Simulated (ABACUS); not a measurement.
# SrCl2 (Fm-3m) in ABACUS: reference runs

How does SrCl2 come out in PBEsol? The cell is run as given and disturbed.

All numbers are computed with ABACUS 3.10.1; they aren't measurements. Logs are shortened: lines on timing, memory, paths and dates and some standing lists are left out, and cuts for length are marked.

### Step 1. Starting point

Symmetry: Fm-3m, No. 225, cubic system. Conventional cell: a = 6.977 Å, b = 6.977 Å, c = 6.977 Å, α = 90.00°, β = 90.00°, γ = 90.00°. Sr (site symmetry m-3m) has 8 Cl at 3.02 Å as nearest neighbours. Cl (site symmetry -43m) has 4 Sr at 3.02 Å as nearest neighbours.

### Step 2. Single point, PBEsol

File INPUT:

```
INPUT_PARAMETERS
suffix              SrCl2
calculation         scf
basis_type          pw
pseudo_dir          ./
symmetry            1
dft_functional      pbesol
ecutwfc             68
pseudo_rcut         7
nspin               1
nbands              16
ks_solver           dav
smearing_method     fd
smearing_sigma      0.00367493
scf_thr             1e-08
scf_nmax            100
mixing_type         broyden
mixing_beta         0.7
cal_force           1
cal_stress          1
kpar                4
```

File STRU:

```
ATOMIC_SPECIES
Sr 87.6200 Sr.upf
Cl 35.4500 Cl.upf

LATTICE_CONSTANT
1.8897261246

LATTICE_VECTORS
0.0000000000 3.4883500000 3.4883500000
3.4883500000 0.0000000000 3.4883500000
3.4883500000 3.4883500000 0.0000000000

ATOMIC_POSITIONS
Direct

Sr
0.0
1
0.0000000000 0.0000000000 0.0000000000 1 1 1

Cl
0.0
2
0.7500000000 0.7500000000 0.7500000000 1 1 1
0.2500000000 0.2500000000 0.2500000000 1 1 1
```

File KPT:

```
K_POINTS
0
Gamma
7 7 7 0 0 0
```

Potentials or basis: PseudoDojo NC SR 0.4.1 PBEsol standard, plane waves.

Launch:

```console
$ OMP_NUM_THREADS=1 mpirun -np 4 abacus > log
```

running log:

```text
ABACUS v3.10.1

               Atomic-orbital Based Ab-initio Computation at UStc

 ------------------------------------------------------------------------------------

 READING GENERAL INFORMATION
                           global_out_dir = OUT.SrCl2/
                           global_in_card = INPUT
                               pseudo_dir = ./
                              orbital_dir =
                                    DSIZE = 4
                                    GSIZE = 1

 READING UNITCELL INFORMATION
                                    ntype = 2
                  lattice constant (Bohr) = 1.88973
              lattice constant (Angstrom) = 1

 READING ATOM TYPE 1
                               atom label = Sr
                      L=0, number of zeta = 1
                      L=1, number of zeta = 1
                      L=2, number of zeta = 1
             number of atom for this type = 1

 READING ATOM TYPE 2
                               atom label = Cl
                      L=0, number of zeta = 1
                      L=1, number of zeta = 1
                      L=2, number of zeta = 1
             number of atom for this type = 2

                        TOTAL ATOM NUMBER = 3
DIRECT COORDINATES
    atom                   x                   y                   z     mag                  vx                  vy                  vz
taud_Sr1            0.0000000000        0.0000000000        0.0000000000  0.0000        0.0000000000        0.0000000000        0.0000000000
taud_Cl1            0.7500000000        0.7500000000        0.7500000000  0.0000        0.0000000000        0.0000000000        0.0000000000
taud_Cl2            0.2500000000        0.2500000000        0.2500000000  0.0000        0.0000000000        0.0000000000        0.0000000000

                          Volume (Bohr^3) = 572.91
                             Volume (A^3) = 84.8965

 Lattice vectors: (Cartesian coordinate: in unit of a_0)
                   +0            +3.48835            +3.48835
             +3.48835                  +0            +3.48835
             +3.48835            +3.48835                  +0
 Reciprocal vectors: (Cartesian coordinate: in unit of 2 pi/a_0)
            -0.143334           +0.143334           +0.143334
            +0.143334           -0.143334           +0.143334
            +0.143334           +0.143334           -0.143334
 The esolver type has been set to : ksdft_pw

                PAO radial cut off (Bohr) = 7

 Read in pseudopotential file is Sr.upf
                     pseudopotential type = NC
          exchange-correlation functional = PBESOL
                 nonlocal core correction = 1
                        valence electrons = 10
                                     lmax = 2
                           number of zeta = 3
[... 7 lines left out ...]
                PAO radial cut off (Bohr) = 7

 Read in pseudopotential file is Cl.upf
                     pseudopotential type = NC
          exchange-correlation functional = PBESOL
                 nonlocal core correction = 1
                        valence electrons = 7
                                     lmax = 2
                           number of zeta = 2
                     number of projectors = 6
                           L of projector = 0
                           L of projector = 0
                           L of projector = 1
                           L of projector = 1
                           L of projector = 2
                           L of projector = 2
     initial pseudo atomic orbital number = 13

 SETUP THE ELECTRONS NUMBER
            electron number of element Sr = 10
      total electron number of element Sr = 10
            electron number of element Cl = 7
      total electron number of element Cl = 14
            AUTOSET number of electrons:  = 24
                           occupied bands = 12
                                   NBANDS = 16
                                   NLOCAL = 27

%%%%%%%%%%%%%%%%%%%%%%%%%%%%%%%%%%%%%%%%%%%%%%%%%%%%%%%%%%%%%%%%%%%%%%%%%%%%%%%%%%%%%%%%%%%%%%%%%%%%%%%%%%
 Warning: the number of valence electrons in pseudopotential > 2 for Sr: [Kr] 5s2
 Pseudopotentials with additional electrons can yield (more) accurate outcomes, but may be less efficient.
 If you're confident that your chosen pseudopotential is appropriate, you can safely ignore this warning.
%%%%%%%%%%%%%%%%%%%%%%%%%%%%%%%%%%%%%%%%%%%%%%%%%%%%%%%%%%%%%%%%%%%%%%%%%%%%%%%%%%%%%%%%%%%%%%%%%%%%%%%%%%

 SETUP THE PLANE WAVE BASIS
 energy cutoff for charge/potential (unit:Ry) = 272
            fft grid for charge/potential = [ 50, 50, 50 ]
                        fft grid division = [ 1, 1, 1 ]
        big fft grid for charge/potential = [ 50, 50, 50 ]
                                     nbxx = 125000
                                     nrxx = 125000

 SETUP PLANE WAVES FOR CHARGE/POTENTIAL
                    number of plane waves = 43599
                         number of sticks = 1639
[... 40 lines left out ...]
                        ROTATION MATRICES = 48
              PURE POINT GROUP OPERATIONS = 48
                   SPACE GROUP OPERATIONS = 48
                              POINT GROUP = O_h
               POINT GROUP IN SPACE GROUP = O_h

 SETUP K-POINTS
                                    nspin = 1
                   Input type of k points = Monkhorst-Pack(Gamma)
                                   nkstot = 343
                       right hand lattice = 1
(for reciprocal lattice: )
                             BRAVAIS TYPE = 2
                     BRAVAIS LATTICE NAME = 02. Cubic I (body-centered)
                                    ibrav = 2
                       right hand lattice = 1
(for k-lattice: )
                             BRAVAIS TYPE = 2
                     BRAVAIS LATTICE NAME = 02. Cubic I (body-centered)
                                    ibrav = 2
                       right hand lattice = 1
                        ROTATION MATRICES = 48
                               nkstot_ibz = 20
K-POINTS REDUCTION ACCORDING TO SYMMETRY
     IBZ    DIRECT_X    DIRECT_Y    DIRECT_Z  WEIGHT  ibz2bz
       1  0.00000000  0.00000000  0.00000000  0.0029       0
       2  0.14285714  0.14285714  0.14285714  0.0233       1
       3  0.28571429  0.28571429  0.28571429  0.0233       2
       4  0.42857143  0.42857143  0.42857143  0.0233       3
       5  0.14285714  0.14285714  0.00000000  0.0175       8
       6  0.28571429  0.14285714  0.28571429  0.0700       9
[... 12 lines left out ...]
      19 -0.42857143  0.42857143  0.14285714  0.0700      74
      20 -0.28571429  0.42857143  0.28571429  0.0700      75

                               nkstot now = 20
[... K-POINTS DIRECT COORDINATES: 20 rows ...]

           k-point number in this process = 5
       minimum distributed K point number = 5
[... stars of the k points ...]

[... K-POINTS CARTESIAN COORDINATES: 5 rows ...]

[... K-POINTS DIRECT COORDINATES: 5 rows ...]

 SETUP PLANE WAVES FOR WAVE FUNCTIONS
     energy cutoff for wavefunc (unit:Ry) = 68
              fft grid for wave functions = [ 50, 50, 50 ]
                    number of plane waves = 6183
                         number of sticks = 439

 PARALLEL PW FOR WAVE FUNCTIONS
     PROC   COLUMNS(POT)             PW
        1            439           6183
 --------------- sum -------------------
        1            439           6183

 SETUP NONLOCAL PSEUDOPOTENTIALS IN PLANE WAVE BASIS
 Sr non-local projectors:
 projector 1 L=0
 projector 2 L=0
 projector 3 L=1
 projector 4 L=1
 projector 5 L=2
 projector 6 L=2
 Cl non-local projectors:
 projector 1 L=0
 projector 2 L=0
 projector 3 L=1
 projector 4 L=1
 projector 5 L=2
 projector 6 L=2
      TOTAL NUMBER OF NONLOCAL PROJECTORS = 54

 Init Non-Local PseudoPotential table :
 Init Non-Local-Pseudopotential done.

                                     npwx = 5521

 Make real space PAO into reciprocal space.
       max mesh points in Pseudopotential = 701
     dq(describe PAO in reciprocal space) = 0.01
                                    max q = 994

 number of pseudo atomic orbitals for Sr is 3
WARNING: norm of atomic wavefunction # 3 of atomic type Sr is 0.96965, renormalized

 number of pseudo atomic orbitals for Cl is 2
WARNING: norm of atomic wavefunction # 2 of atomic type Cl is 0.999908, renormalized

 -------------------------------------------
[... 5 lines left out ...]

 Notice: Threshold on eigenvalues was too large.
 hsover_error=0.24 > DRHO=0.0983649
 Origin diag ethr = 0.01
 New diag ethr = 0.000409854

 Density error is 0.0868232391547
                          Error Threshold = 0.000409853577265
----------------------------------------------------------
     Energy           Rydberg                 eV
----------------------------------------------------------
 E_KohnSham     -134.3652367961      -1828.1328335466
 E_Harris       -133.6582621757      -1818.5139503669
 E_Fermi        0.4815745883         6.5521584125
----------------------------------------------------------
[... 75 lines left out ...]
 Density error is 1.10031967276e-10
                          Error Threshold = 8.39471984928e-11
----------------------------------------------------------
     Energy           Rydberg                 eV
----------------------------------------------------------
 E_KohnSham     -134.3874469926      -1828.4350187720
 E_KS(sigma->0) -134.3874469926      -1828.4350187720
 E_Harris       -134.3874888491      -1828.4355882593
 E_band         -10.8408834335       -147.4977860496
 E_one_elec     -29.1387355034       -396.4528353613
 E_Hartree      23.2433843515        316.2424679849
 E_xc           -34.5044082021       -469.4565576662
 E_Ewald        -93.9876876386       -1278.7680937294
 E_entropy(-TS) -0.0000000000        -0.0000000000
 E_descf        0.0000000000         0.0000000000
 E_exx          0.0000000000         0.0000000000
 E_Fermi        0.4969922144         6.7619259769
----------------------------------------------------------

 charge density convergence is achieved
 final etot is -1828.4350188 eV
 EFERMI = 6.7619259769 eV

 STATE ENERGY(eV) AND OCCUPATIONS    NSPIN == 1
 1/5 kpoint (Cartesian) = 0.0000 0.0000 0.0000 (5521 pws)
       1       -29.6901     0.00583090
       2       -11.7027     0.00583090
       3       -11.7027     0.00583090
       4       -11.7027     0.00583090
       5       -10.2173     0.00583090
       6       -9.35261     0.00583090
[... 8 lines left out ...]
      15        9.05400    7.19556e-23
      16        11.8836    1.90149e-47
[... 59 lines left out ...]
       4       -11.7092      0.0349854
       5       -10.0526      0.0349854
       6       -9.41394      0.0349854
[... 8 lines left out ...]
      15        9.27181    5.53794e-24
      16        11.3545    4.49759e-42

------------------------------------------------------------------------------------------
 TOTAL-FORCE (eV/Angstrom)
------------------------------------------------------------------------------------------
                       Sr1         0.0000000000         0.0000000000         0.0000000000
                       Cl1         0.0000000000         0.0000000000         0.0000000000
                       Cl2         0.0000000000         0.0000000000         0.0000000000
------------------------------------------------------------------------------------------

----------------------------------------------------------------
 TOTAL-STRESS (KBAR)
----------------------------------------------------------------
       -10.8174873416        -0.0000000000         0.0000000000
        -0.0000000000       -10.8174873416         0.0000000000
        -0.0000000000         0.0000000000       -10.8174873416
----------------------------------------------------------------
 TOTAL-PRESSURE: -10.817487 KBAR

 --------------------------------------------
 !FINAL_ETOT_IS -1828.4350187719526275 eV
 --------------------------------------------
```

Wall time 28 s (4 MPI ranks of Intel Xeon Platinum 8259CL at 2.50GHz (Skylake/Cascade Lake), shared host); peak memory 0.44 GiB.

What came out:

| Property | Result |
| --- | --- |
| Free energy | -1828.4350 eV |
| Pressure | -1.1 GPa |
| Band gap on the k mesh | 5.18 eV, indirect (least direct gap 5.48 eV) |

Levels at points of the mesh, in eV from the valence-band top:
```
           k point  band 9  band 10  band 11  band 12  band 13  band 14  band 15
(0.00, 0.00, 0.00)   -2.12    -0.31    -0.31    -0.31     5.18     6.02     6.02
```

Caveat: an odd mesh through Γ misses points on the zone boundary, where band edges often lie.

[end of part 1 of 2]
